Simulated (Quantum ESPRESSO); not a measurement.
Crystal: CuO (Tenorite).

```
Cu O
1.0
     2.34185   -1.71130    0.00000
     2.34185    1.71130    0.00000
    -0.85003    0.00000    5.05787
Cu O
2 2
Direct
  0.50000 0.00000 0.50000
  0.00000 0.50000 0.00000
  0.41840 0.58160 0.75000
  0.58160 0.41840 0.25000
```

* Program: Quantum ESPRESSO 7.5
* Task: single point
* Functional: PBE
* Potentials or basis: SSSP 1.3 efficiency PBE
* Cutoff: 748 eV
* Density cutoff: 5987 eV
* k mesh: 10 × 10 × 5
* Occupations: fermi-dirac, width 0.05 eV
* Spin: no spin polarisation

On this cell: pressure 5.4 GPa; largest force 0.251 eV/Å; band gap on the k mesh none (metal or under the smearing width).

The same run follows on a disturbed copy (atoms moved at random, drawn with an rms of 0.05 Å):

```
Cu O
1.0
     2.34185   -1.71130    0.00000
     2.34185    1.71130    0.00000
    -0.85003    0.00000    5.05787
Cu O
2 2
Direct
  0.50631 0.99109 0.50005
  0.99695 0.51187 0.00777
  0.41258 0.58217 0.75430
  0.57936 0.40935 0.25162
```

**Question.** What changes?

**Answer.** The energy (extrapolated to zero smearing) moves by +4.9 meV/atom; pressure 5.2 GPa; largest force 0.429 eV/Å; band gap on the k mesh none (metal or under the smearing width).

Forces in eV/Å, atoms in the order of the input:
```
Cu  -0.042  0.142  0.402
Cu  -0.191  0.022 -0.344
O    0.093 -0.377 -0.109
O    0.140  0.212  0.052
```

Stress tensor (GPa, compression positive):
```
 5.22 -0.20 -1.54
-0.20  6.27 -0.49
-1.54 -0.49  4.17
```

Caveats: the run has no spin polarisation, though such a crystal can be magnetic; semilocal functionals often make such compounds metallic where correlation or magnetic order opens a gap, which also shifts bond lengths.
